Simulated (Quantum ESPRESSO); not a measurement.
# GaN/AlN(110) interfaces, stepped through the in-plane cubic lattice constant, part 4 of 10

Aim: how the results for GaN/AlN(110) interfaces change with the in-plane cubic lattice constant.

Quantum ESPRESSO 7.5; plane-wave DFT, PBE, GBRV ultrasoft pseudopotentials.

So far. Step 5 (Variable-cell relaxation, 4.34 Å):  The last row is no step: it is a fresh SCF in the final cell with a new plane-wave basis, +0 meV from the row before.

### Step 6. Ground state, 4.34 Å

The input, m0.bulk.in:

```
&control
  prefix = 'm0.bulk'
  outdir = './out'
  pseudo_dir = './pseudo'
  calculation = 'scf'
  tprnfor = .true.
/
&system
  ibrav = 0
  nat = 4
  ntyp = 2
  ecutwfc = 40
  ecutrho = 200
  occupations = 'smearing'
  smearing = 'fd'
  degauss = 0.002
  nbnd = 12
/
&electrons
  conv_thr = 1e-09
  mixing_beta = 0.4
  electron_maxstep = 120
/
ATOMIC_SPECIES
  Al  26.9815  al_pbe_v1.uspp.F.UPF
  N   14.0070  n_pbe_v1.2.uspp.F.UPF
CELL_PARAMETERS angstrom
  4.34000000000000 0.00000000000000 0.00000000000000
  0.00000000000000 3.06884343000000 0.00000000000000
  0.00000000000000 0.00000000000000 3.14088716700000
ATOMIC_POSITIONS crystal
  Al  -0.001701140400 0.000000000000 0.000000000000
  N   0.251700439000 0.500000000000 0.000000000000
  Al  0.498300158700 0.500000000000 0.500000000000
  N   0.751700542700 0.000000000000 0.500000000000
K_POINTS automatic
  6 8 8 0 0 0
```

Run with:

```sh
OMP_NUM_THREADS=1 mpirun -n 4 pw.x -nk 4 -in m0.bulk.in > m0.bulk.out
```

What it wrote:

```text
[banner, memory and clock lines left out]
Program PWSCF v.7.5 starts
[citation notice left out]

[...]
Message from routine setup:
[...]
bravais-lattice index     =            0
     lattice parameter (alat)  =       8.2014  a.u.
     unit-cell volume          =     282.3016 (a.u.)^3
     number of atoms/cell      =            4
     number of atomic types    =            2
     number of electrons       =        16.00
     number of Kohn-Sham states=           12
     kinetic-energy cutoff     =      40.0000  Ry
     charge density cutoff     =     200.0000  Ry
     scf convergence threshold =      1.0E-09
     mixing beta               =       0.4000
     number of iterations used =            8  plain     mixing
     Exchange-correlation= SLA  PW   PBE  PBE
                           (   1   4   3   4   0   0   0)

[...]
PseudoPot. # 1 for Al read from file:
     ./pseudo/al_pbe_v1.uspp.F.UPF
     Pseudo is Ultrasoft + core correction, Zval =  3.0
     Generated by new atomic code, or converted to UPF format
     Using radial grid of  893 points,  3 beta functions with:
                l(1) =   0
                l(2) =   1
                l(3) =   2
     Q(r) pseudized with  8 coefficients,  rinner =    0.900   0.900   0.900
                                                       0.900   0.900

     PseudoPot. # 2 for N  read from file:
     ./pseudo/n_pbe_v1.2.uspp.F.UPF
     Pseudo is Ultrasoft + core correction, Zval =  5.0
     Generated by new atomic code, or converted to UPF format
     Using radial grid of  729 points,  4 beta functions with:
                l(1) =   0
                l(2) =   0
                l(3) =   1
                l(4) =   1
     Q(r) pseudized with  8 coefficients,  rinner =    0.900   0.900   0.900

     atomic species   valence    mass     pseudopotential
     Al                3.00    26.98150     Al( 1.00)
     N                 5.00    14.00700     N ( 1.00)

      4 Sym. Ops. (no inversion) found

[...]
number of k points=   100  Fermi-Dirac smearing, width (Ry)=  0.0020

     Number of k-points >= 100: set verbosity='high' to print them.

     Dense  grid:    13477 G-vectors     FFT dimensions: (  40,  27,  27)

     Smooth grid:     9637 G-vectors     FFT dimensions: (  36,  24,  24)

     Initial potential from superposition of free atoms

     starting charge      15.9951, renormalised to      16.0000
     Starting wfcs are   16 randomized atomic wfcs

     per-process dynamical memory:    19.0 Mb

     Self-consistent Calculation

     iteration #  1     ecut=    40.00 Ry     beta= 0.40
     Davidson diagonalization with overlap
     ethr =  1.00E-02,  avg # of iterations =  3.6

     total energy              =     -53.83168909 Ry
     estimated scf accuracy    <       1.21213226 Ry

     iteration #  2     ecut=    40.00 Ry     beta= 0.40
[...]
total energy              =     -54.09168828 Ry
     estimated scf accuracy    <       0.03340257 Ry

     iteration #  3     ecut=    40.00 Ry     beta= 0.40
[...]
total energy              =     -54.09276140 Ry
     estimated scf accuracy    <       0.01134335 Ry

     iteration #  4     ecut=    40.00 Ry     beta= 0.40
[...]
total energy              =     -54.09322210 Ry
     estimated scf accuracy    <       0.00141618 Ry

     iteration #  5     ecut=    40.00 Ry     beta= 0.40
[...]
c_bands:  1 eigenvalues not converged
[...]
total energy              =     -54.09334015 Ry
     estimated scf accuracy    <       0.00010093 Ry

     iteration #  6     ecut=    40.00 Ry     beta= 0.40
[...]
total energy              =     -54.09338035 Ry
     estimated scf accuracy    <       0.00001733 Ry

     iteration #  7     ecut=    40.00 Ry     beta= 0.40
[...]
total energy              =     -54.09338066 Ry
     estimated scf accuracy    <       0.00000246 Ry

     iteration #  8     ecut=    40.00 Ry     beta= 0.40
[...]
total energy              =     -54.09338115 Ry
     estimated scf accuracy    <       0.00000004 Ry

     iteration #  9     ecut=    40.00 Ry     beta= 0.40
[...]
total energy              =     -54.09338116 Ry
     estimated scf accuracy    <          2.3E-09 Ry

     iteration # 10     ecut=    40.00 Ry     beta= 0.40
[...]
total energy              =     -54.09338116 Ry
     estimated scf accuracy    <          1.0E-09 Ry

     iteration # 11     ecut=    40.00 Ry     beta= 0.40
[...]
End of self-consistent calculation

     Number of k-points >= 100: set verbosity='high' to print the bands.

     the Fermi energy is     9.0222 ev

!    total energy              =     -54.09338116 Ry
     estimated scf accuracy    <          4.7E-11 Ry
     smearing contrib. (-TS)   =       0.00000000 Ry
     internal energy E=F+TS    =     -54.09338116 Ry

     The total energy is F=E-TS. E is the sum of the following terms:
     one-electron contribution =      -2.07593704 Ry
     hartree contribution      =      11.32742512 Ry
     xc contribution           =     -19.80023334 Ry
     ewald contribution        =     -43.54463589 Ry

     convergence has been achieved in  11 iterations

     Forces acting on atoms (cartesian axes, Ry/au):

     atom    1 type  1   force =    -0.00007176    0.00000000    0.00000000
     atom    2 type  2   force =     0.00007469    0.00000000    0.00000000
     atom    3 type  1   force =    -0.00007733    0.00000000    0.00000000
     atom    4 type  2   force =     0.00007440    0.00000000    0.00000000

     Total force =     0.000149     Total SCF correction =     0.000001

[...]
```

It took 9.3 s on 4 MPI ranks of Intel Xeon at 2.70GHz, shared host; peak memory 0.25 GiB; 35 s of CPU time.

Numbers from this step:

```
free energy                          : -735.9779 eV
Fermi energy                         : 9.022 eV
valence top, on the run's zero       : 7.008 eV
conduction bottom, on the run's zero : 10.18 eV
gap by band count                    : 3.176 eV
```

### Step 7. Electrostatic potential, 4.34 Å

The input, m0.bulk.pot.in:

```
&inputpp
  prefix = 'm0.bulk'
  outdir = './out'
  filplot = 'm0.bulk.pot.dat'
  plot_num = 11
/
```

Run with:

```sh
OMP_NUM_THREADS=1 mpirun -n 4 pp.x -in m0.bulk.pot.in > m0.bulk.pot.out
```

What it wrote:

```text
[banner, memory and clock lines left out]
Program POST-PROC v.7.5 starts

          URL

     ./out/m0.bulk.save/

     IMPORTANT: XC functional enforced from input :
     Exchange-correlation= PBE
                           (   1   4   3   4   0   0   0)
     Any further DFT definition will be discarded
     Please, verify this is what you really want

     Calling punch_plot, plot_num =  11
     Writing data to file  m0.bulk.pot.dat
     Message from routine chdens:
     namelist plot not found or invalid, exiting
```

Elapsed: 1.3 s, on 4 MPI ranks; peak memory 0.09 GiB; 3.7 s of CPU time.

Electrostatic potential energy of an electron; zero at the highest filled level of the SCF mesh. Table of potential energy, planar mean by z:

```
z (Å)  potential energy, planar mean (eV)
 0.00                               -10.6
 0.12                               -10.0
 0.23                               -8.28
 0.35                               -6.01
 0.47                               -3.83
 0.58                               -2.24
 0.70                               -1.34
 0.81                               -1.15
 0.93                               -1.70
 1.05                               -2.95
 1.16                               -4.87
 1.28                               -7.17
 1.40                               -9.25
 1.51                               -10.5
 1.63                               -10.5
 1.74                               -9.25
 1.86                               -7.17
 1.98                               -4.87
 2.09                               -2.95
 2.21                               -1.70
 2.33                               -1.15
 2.44                               -1.34
 2.56                               -2.24
 2.68                               -3.83
 2.79                               -6.01
 2.91                               -8.28
 3.02                               -10.0
```

(Part 4 of 10 ends here.)

[Logs are printed without paths, hosts, clocks, repeated set-up lines and the standing remarks that a program may print on its own settings, such as how far it seeks lower states.]

[Hosts, paths, dates, database ids (printed as entryN), source tags and the programs' standing remarks are cut or masked in the printed files.]

[Maps of the electrostatic potential energy from Ansatz leave out the sawtooth potential of an applied field or a dipole correction, so their vacuum need not be flat; planar profiles and work functions include it.]
